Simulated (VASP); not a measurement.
# Te2Mo (P6_3/mmc) in VASP: single point with PBE

Aim: the single point of Te2Mo with PBE.

Program: VASP 6.6.1. These are calculated values, not measurements. Logs are shortened: lines on timing, memory, paths and dates and some standing lists are left out, and cuts for length are marked.

**Experimental background.**

“Broadband infrared study of pressure-tunable Fano resonance and metallization transition in 2H-MoTe2”, 2022, pmc:9569381 quotes, for a bulk crystal of Te2Mo at 300 K: band gap 0.88 ± 0.05 eV (indirect).

How close the calculation comes is told below.

## Step 1: Starting point

The structure is hexagonal, space group P6_3/mmc (No. 194). The conventional cell has a = 3.566 Å, b = 3.566 Å, c = 14.648 Å, α = 90.00°, β = 90.00°, γ = 120.00°. Around Te (site symmetry 3m) lie 3 Mo at 2.73 Å. Mo (site symmetry -6m2) has 6 Te at 2.73 Å as nearest neighbours.

The cell is a database's computed one.

## Step 2: Single point, PBE

Contents of INCAR:

```
PREC = Accurate
ENCUT = 520
EDIFF = 1E-6
ISMEAR = 0
SIGMA = 0.1
LREAL = False
LASPH = True
NELM = 100
ALGO = Normal
ISIF = 2
LWAVE = False
LCHARG = False
GGA = PE
NBANDS = 35
```

Contents of KPOINTS:

```
Automatic mesh
0
Gamma
  6 6 2
```

Contents of POSCAR:

```
Te2Mo
1.0
    3.5656550000      0.0000000000      0.0000000000
   -1.7828270000      3.0879470000      0.0000000000
    0.0000000000      0.0000000000     14.6477790000
Te Mo
4 2
Direct
    0.3333330000      0.6666670000      0.6278230000
    0.6666670000      0.3333330000      0.1278230000
    0.6666670000      0.3333330000      0.3721770000
    0.3333330000      0.6666670000      0.8721770000
    0.3333330000      0.6666670000      0.2500000000
    0.6666670000      0.3333330000      0.7500000000
```

Potentials or basis: VASP PAW PBE potentials, release 64 (Te, Mo_sv).

Run with:

```sh
$ cat potpaw_PBE.64/Te/POTCAR potpaw_PBE.64/Mo_sv/POTCAR > POTCAR
$ mpirun -np 1 vasp_std > vasp.out
```

OUTCAR:

```text
PREC = Accurate
   ENCUT = 520
   EDIFF = 1E-6
   ISMEAR = 0
   LREAL = False
   LASPH = True
   NELM = 100
   ISIF = 2
   GGA = PE

 ion  position               nearest neighbor table
   1  0.333  0.667  0.628-   6 2.73   6 2.73   6 2.73   4 3.58
   2  0.667  0.333  0.128-   5 2.73   5 2.73   5 2.73   3 3.58
   3  0.667  0.333  0.372-   5 2.73   5 2.73   5 2.73   2 3.58
   4  0.333  0.667  0.872-   6 2.73   6 2.73   6 2.73   1 3.58
   5  0.333  0.667  0.250-   2 2.73   3 2.73   2 2.73   3 2.73   2 2.73   3 2.73
   6  0.667  0.333  0.750-   1 2.73   4 2.73   1 2.73   4 2.73   1 2.73   4 2.73

  LATTYP: Found a hexagonal cell.
 ALAT       =     3.5656550000
 C/A-ratio  =     4.1080191437

  Lattice vectors:

 A1 = (   3.5656550000,   0.0000000000,   0.0000000000)
 A2 = (  -1.7828270000,   3.0879470000,   0.0000000000)
 A3 = (   0.0000000000,   0.0000000000,  14.6477790000)

Analysis of symmetry for initial positions (statically):
=====================================================================
 Subroutine PRICEL returns:
 Original cell was already a primitive cell.

 Routine SETGRP: Setting up the symmetry group for a
 hexagonal supercell.

 Subroutine GETGRP returns: Found 24 space group operations
 (whereof 12 operations were pure point group operations)
 out of a pool of 24 trial point group operations.

The static configuration has the point symmetry D_3d.
 The point group associated with its full space group is D_6h.

Analysis of symmetry for dynamics (positions and initial velocities):
=====================================================================
 Subroutine PRICEL returns:
 Original cell was already a primitive cell.

 Routine SETGRP: Setting up the symmetry group for a
 hexagonal supercell.

 Subroutine GETGRP returns: Found 24 space group operations
 (whereof 12 operations were pure point group operations)
 out of a pool of 24 trial point group operations.

The dynamic configuration has the point symmetry D_3d.
 The point group associated with its full space group is D_6h.

 Subroutine INISYM returns: Found 24 space group operations
 (whereof 12 operations are pure point group operations),
 and found     1 'primitive' translations

----------------------------------------------------------------------------------------

                                     Primitive cell

  volume of cell :     161.2802

  direct lattice vectors                    reciprocal lattice vectors
     3.565655000  0.000000000  0.000000000     0.280453381  0.161919832  0.000000000
    -1.782827000  3.087947000  0.000000000     0.000000000  0.323839755  0.000000000
     0.000000000  0.000000000 14.647779000     0.000000000  0.000000000  0.068269736

  length of vectors
     3.565655000  3.565654048 14.647779000     0.323839669  0.323839755  0.068269736

  position of ions in fractional coordinates (direct lattice)
     0.333333000  0.666667000  0.627823000
     0.666667000  0.333333000  0.127823000
     0.666667000  0.333333000  0.372177000
     0.333333000  0.666667000  0.872177000
     0.333333000  0.666667000  0.250000000
     0.666667000  0.333333000  0.750000000

  ion indices of the primitive-cell ions
   primitive index   ion index
                 1           1
                 2           2
                 3           3
                 4           4
                 5           5
                 6           6

----------------------------------------------------------------------------------------

 KPOINTS: Automatic mesh

Automatic generation of k-mesh.
 Grid dimensions read from file:
 generate k-points for:    6    6    2

 Generating k-lattice:

  Cartesian coordinates                     Fractional coordinates (reciprocal lattice)
     0.046742230  0.026986639  0.000000000     0.166666667 -0.000000000  0.000000000
     0.000000000  0.053973293  0.000000000     0.000000000  0.166666667  0.000000000
     0.000000000  0.000000000  0.034134868     0.000000000  0.000000000  0.500000000

  Length of vectors
     0.053973278  0.053973293  0.034134868

  Shift w.r.t. Gamma in fractional coordinates (k-lattice)
     0.000000000  0.000000000  0.000000000

 Subroutine IBZKPT returns following result:
 ===========================================

 Found     14 irreducible k-points:

 Following reciprocal coordinates:
            Coordinates               Weight
  0.000000  0.000000  0.000000      1.000000
  0.166667  0.000000  0.000000      6.000000
  0.333333  0.000000  0.000000      6.000000
  0.500000  0.000000  0.000000      3.000000
  0.166667  0.166667  0.000000      6.000000
  0.333333  0.166667  0.000000     12.000000
  0.333333  0.333333  0.000000      2.000000
  0.000000  0.000000  0.500000      1.000000
  0.166667  0.000000  0.500000      6.000000
  0.333333  0.000000  0.500000      6.000000
  0.500000  0.000000  0.500000      3.000000
  0.166667  0.166667  0.500000      6.000000
  0.333333  0.166667  0.500000     12.000000
  0.333333  0.333333  0.500000      2.000000
   k-points           NKPTS =     14   k-points in BZ     NKDIM =     14   number of bands    NBANDS=     35
   number of dos      NEDOS =    301   number of ions     NIONS =      6
   total plane-waves  NPLWV =  87808
   dimension x,y,z NGX =    28 NGY =   28 NGZ =  112
   dimension x,y,z NGXF=    56 NGYF=   56 NGZF=  224
   ions per type =               4   2
   NGX,Y,Z   is equivalent  to a cutoff of  13.05, 13.05, 12.71 a.u.
   NGXF,Y,Z  is equivalent  to a cutoff of  26.11, 26.11, 25.42 a.u.
 SYSTEM =  unknown system
   PREC   = accura    normal or accurate (medium, high low for compatibility)
   ISTART =      0    job   : 0-new  1-cont  2-samecut
   ICHARG =      2    charge: 1-file 2-atom 10-const
   ISPIN  =      1    spin polarized calculation?
   LNONCOLLINEAR =      F non collinear calculations
   LSORBIT =      F    spin-orbit coupling
   LASPH  =      T    aspherical Exc in radial PAW
   ENCUT  =  520.0 eV  38.22 Ry    6.18 a.u.   6.63  6.63 27.24*2*pi/ulx,y,z
   NELM   =    100;   NELMIN=  2; NELMDL= -5     # of ELM steps
   EDIFF  = 0.1E-05   stopping-criterion for ELM
   LREAL  =      F    real-space projection
   EDIFFG = 0.1E-04   stopping-criterion for IOM
   NSW    =      0    number of steps for IOM
   IBRION =     -1    ionic relax: 0-MD 1-quasi-New 2-CG
   NFREE  =      0    steps in history (QN), initial steepest desc. (CG)
   ISIF   =      2    stress and relaxation
   ISYM   =      2    0-nonsym 1-usesym 2-fastsym
   POTIM  = 0.5000    time-step for ionic-motion
   TEBEG  =    0.0;   TEEND  =   0.0 temperature during run
   PSTRESS=    0.0 pullay stress
   NELECT =      52.0000    total number of electrons
   NUPDOWN=      -1.0000    fix difference up-down
   EMIN   =  10.00;   EMAX   =-10.00  energy-range for DOS
   EFERMI =   0.00;   METHOD = LEGACY
   ISMEAR =     0;   SIGMA  =   0.10  broadening in eV -4-tet -1-fermi 0-gaus
   EFERMI_NEDOS =   21; number of points for ismear=-14 and -15
   IALGO  =     38    algorithm
   IMIX   =      4    mixing-type and parameters
     AMIX     =   0.40;   BMIX     =  1.00
     AMIX_MAG =   1.60;   BMIX_MAG =  1.00
  volume/ion in A,a.u.               =      26.88       181.40
  Fermi-wavevector in a.u.,A,eV,Ry     =   1.122576  2.121360 17.145738  1.260176
  Thomas-Fermi vector in A             =   2.259237
   LORBIT       =      0    0 simple, 1 ext, 2 COOP (PROOUT), +10 PAW based schemes
   GGA     = PE    functional components
   LHFCALC =     F    Hartree Fock is set to
   AEXX    =    0.0000 exact exchange contribution
   IVDW    =     0    specifies the selected vdW correction
   LEPSILON=     F    determine dielectric tensor
   LRPA    =     F    only Hartree local field effects (RPA)
 non-spin polarized calculation
 Gauss-broadening in eV      SIGMA  =   0.10
  energy-cutoff  :      520.00
  volume of cell :      161.28
 maximum number of plane-waves:      4410
 NGX is ok and might be reduce to    28
   NGX = 13   NGY = 13   NGZ = 55

 number of electron      52.0000003 magnetization

 Free energy of the ion-electron system (eV)
  ---------------------------------------------------
  ext. energy  EPLUGINS =         0.00000000
  ---------------------------------------------------
  free energy    TOTEN  =       -36.05819973 eV

  energy without entropy =      -36.05819973  energy(sigma->0) =      -36.05819973

 E-fermi :   7.6278     XC(G=0):  -9.9950

 val. band max:        7.1380405823   @ k =   0.0000   0.0000   0.0000
 cond. band min:       8.0755336571   @ k =   0.3333   0.3333   0.0000
 fundamental gap:      0.9374930748
 Fermi energy:         7.6277728476

 k-point     1 :       0.0000    0.0000    0.0000
  band No.  band energies     occupation
      1     -53.6277      2.00000
      2     -53.6276      2.00000
      3     -27.7715      2.00000
      4     -27.7715      2.00000
      5     -27.6787      2.00000
      6     -27.6787      2.00000
[... 27 lines left out ...]
     34      10.4352      0.00000
     35      12.5044      0.00000

 k-point     2 :       0.1667    0.0000    0.0000
  band No.  band energies     occupation
      1     -53.6256      2.00000
      2     -53.6256      2.00000
      3     -27.7652      2.00000
      4     -27.7652      2.00000
      5     -27.7071      2.00000
      6     -27.7071      2.00000
[... 27 lines left out ...]
     34      10.4399      0.00000
     35      13.2301      0.00000

 k-point     3 :       0.3333    0.0000    0.0000
  band No.  band energies     occupation
      1     -53.6216      2.00000
      2     -53.6216      2.00000
      3     -27.7632      2.00000
      4     -27.7632      2.00000
      5     -27.7527      2.00000
      6     -27.7527      2.00000
[... 27 lines left out ...]
     34      10.8054      0.00000
     35      12.2456      0.00000

 k-point     4 :       0.5000    0.0000    0.0000
  band No.  band energies     occupation
      1     -53.6195      2.00000
      2     -53.6195      2.00000
      3     -27.7911      2.00000
      4     -27.7911      2.00000
      5     -27.7464      2.00000
      6     -27.7464      2.00000
[... 27 lines left out ...]
     34      10.9036      0.00000
     35      10.9909      0.00000

 k-point     5 :       0.1667    0.1667    0.0000
  band No.  band energies     occupation
      1     -53.6226      2.00000
      2     -53.6226      2.00000
      3     -27.7558      2.00000
      4     -27.7558      2.00000
      5     -27.7440      2.00000
      6     -27.7440      2.00000
[... 258 lines left out ...]
 k-point    12 :       0.1667    0.1667    0.5000
  band No.  band energies     occupation
      1     -53.6226      2.00000
      2     -53.6226      2.00000
      3     -27.7558      2.00000
      4     -27.7558      2.00000
      5     -27.7440      2.00000
      6     -27.7440      2.00000
[... 27 lines left out ...]
     34      10.5538      0.00000
     35      13.8745      0.00000

 k-point    13 :       0.3333    0.1667    0.5000
  band No.  band energies     occupation
      1     -53.6195      2.00000
      2     -53.6195      2.00000
      3     -27.7771      2.00000
      4     -27.7771      2.00000
      5     -27.7464      2.00000
      6     -27.7464      2.00000
[... 27 lines left out ...]
     34      10.6243      0.00000
     35      12.0668      0.00000

 k-point    14 :       0.3333    0.3333    0.5000
  band No.  band energies     occupation
      1     -53.6185      2.00000
      2     -53.6185      2.00000
      3     -27.7646      2.00000
      4     -27.7646      2.00000
      5     -27.7491      2.00000
      6     -27.7490      2.00000
[... 27 lines left out ...]
     34      10.8402      0.00000
     35      12.0912      0.00000

------------------------ aborting loop because EDIFF is reached ----------------------------------------

  FORCE on cell =-STRESS in cart. coord.  units (eV):
  Direction    XX          YY          ZZ          XY          YZ          ZX
  --------------------------------------------------------------------------------------
  -------------------------------------------------------------------------------------
  Total        0.2354821      0.2354820      1.8140747      0.0000000      0.0000000      0.0000000
  in kB        2.3393089      2.3393077     18.0212454      0.0000004      0.0000000      0.0000000
  external PRESSURE =       7.5666207 kB  Pullay stress =       0.0000000 kB

 VOLUME and BASIS-vectors are now :
 -----------------------------------------------------------------------------
  energy-cutoff  :      520.00
  volume of cell :      161.28
      direct lattice vectors                 reciprocal lattice vectors
     3.565655000  0.000000000  0.000000000     0.280453381  0.161919832  0.000000000
    -1.782827000  3.087947000  0.000000000     0.000000000  0.323839755  0.000000000
     0.000000000  0.000000000 14.647779000     0.000000000  0.000000000  0.068269736

 POSITION                                       TOTAL-FORCE (eV/Angst)
 -----------------------------------------------------------------------------------
     -0.00000      2.05863      9.19621         0.000000      0.000000     -0.207631
      1.78283      1.02931      1.87232        -0.000000      0.000000     -0.207631
      1.78283      1.02931      5.45157        -0.000000      0.000000      0.207631
     -0.00000      2.05863     12.77546         0.000000     -0.000000      0.207631
     -0.00000      2.05863      3.66194        -0.000000      0.000000      0.000000
      1.78283      1.02931     10.98583         0.000000     -0.000000      0.000000
 -----------------------------------------------------------------------------------
    total drift:                                0.000797     -0.000460      0.001093

  FREE ENERGIE OF THE ION-ELECTRON SYSTEM (eV)
  ---------------------------------------------------
  free  energy   TOTEN  =       -36.0581997262 eV

  energy  without entropy=      -36.0581997262  energy(sigma->0) =      -36.05819973
```

It took 66 s on 1 thread of Intel Xeon Platinum 8488C (Sapphire Rapids), shared host; peak memory 0.3 GiB.

Results:

```yaml
Free_energy: -36.0582 eV
Pressure: 0.8 GPa
Largest_force: 0.208 eV/Å
Band_gap_on_the_k_mesh: 0.94 eV, indirect (least direct gap 0.97 eV)
```

Forces on the atoms (eV/Å):
```
Te   0.000  0.000 -0.208
Te   0.000  0.000 -0.208
Te   0.000  0.000  0.208
Te   0.000  0.000  0.208
Mo   0.000  0.000  0.000
Mo   0.000  0.000  0.000
```

Caveat: spin-orbit coupling is left out, which moves the levels of the heavy elements; this functional lacks dispersion, which binds the layers, so the pressure and a relaxed spacing across them are unreliable.

## Step 3: Against experiment

Step 2. Against the measured gap of Te2Mo, 0.88 eV (indirect; 300 K; quoted in “Broadband infrared study of pressure-tunable Fano resonance and metallization transition in 2H-MoTe2”, 2022, pmc:9569381), the calculated 0.94 eV is off by +0.06 eV. Spin-orbit coupling on Mo, Te is left out. The value is that of PBE on a finite k mesh, which can miss the band edges, without temperature or zero-point motion. The cell is a database's relaxed one, not the measured one, which moves gaps too.
